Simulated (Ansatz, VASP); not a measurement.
# Two plane-wave programs on In2O3

```
In O
1.0
     2.72509    1.57333    4.80420
    -2.72509    1.57333    4.80420
     0.00000   -3.14666    4.80420
In O
4 6
Direct
  0.35731 0.35731 0.35731
  0.14269 0.14269 0.14269
  0.64269 0.64269 0.64269
  0.85731 0.85731 0.85731
  0.54800 0.95200 0.25000
  0.25000 0.54800 0.95200
  0.95200 0.25000 0.54800
  0.45200 0.04800 0.75000
  0.75000 0.45200 0.04800
  0.04800 0.75000 0.45200
```

Alike in both runs: task single point; functional LDA; k mesh 5 × 5 × 5; no spin polarisation.

|  | VASP | Ansatz |
| --- | --- | --- |
| version | VASP 6.6.1 | Ansatz 0.2.0 |
| potentials or method | VASP PAW LDA potentials, release 64 (In_d, O) | plane waves, PAW |
| plane-wave cutoff (eV) | 520 | 500 |
| occupations | gaussian, width 0.01 eV | fixed |
| valence electrons in the cell | 88 | 88 |

|  | VASP | Ansatz | Ansatz less VASP |
| --- | --- | --- | --- |
| pressure (GPa) | 1.1 | 0.4 | -0.71 |
| largest component of the traceless stress (GPa) | 0.75 | 0.63 | -0.119 |

Caveats: spin-orbit coupling is left out, which moves the levels of the heavy elements; an odd mesh through Γ misses points on the zone boundary, where band edges often lie. LDA gaps usually lie below the measured ones, often by a third to a half.
